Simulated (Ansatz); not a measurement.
**TePb: equation of state with RPBE+D3(BJ)**

TePb:

```xyz
2
Lattice="0.0000 3.2310 3.2310 3.2310 0.0000 3.2310 3.2310 3.2310 0.0000" Properties=species:S:1:pos:R:3 pbc="T T T"
Pb    0.0000    0.0000    0.0000
Te    3.2310    3.2310    3.2310
```

| Property | Result |
| --- | --- |
| Program | Ansatz 0.2.0 |
| Task | equation of state |
| Functional | RPBE |
| Dispersion | D3(BJ) |
| Potentials or basis | Ansatz PAW |
| Cutoff | 420 eV |
| Density cutoff | 1680 eV |
| k mesh | 7 × 7 × 7 |
| Occupations | fermi-dirac, width 0.05 eV |
| Spin | no spin polarisation |

- Equilibrium volume: 28.98 Å³/atom (rough: see the caveat)
- Bulk modulus: 142 GPa (rough)

Energy against volume, from the lowest point:
```
volume (Å³/atom)  energy (meV/atom)
          31.706               0.00
          32.380              38.21
          33.055              79.02
          33.730             121.99
          34.404             166.62
          35.079             211.96
          35.753             255.67
```

All runs of the series together: 8 s on 2 threads of Arm Neoverse V1 (shared host).

Caveat: the potentials were made for another functional, which shifts forces and pressure; the fit is doubtful: noisy points or a state that changes with volume; this odd mesh misses L, where the gap lies, so gap, dielectric constants and Born charges aren't listed; the minimum lies outside the volumes run. Spin-orbit coupling is left out, which matters for the levels of Pb, Te.
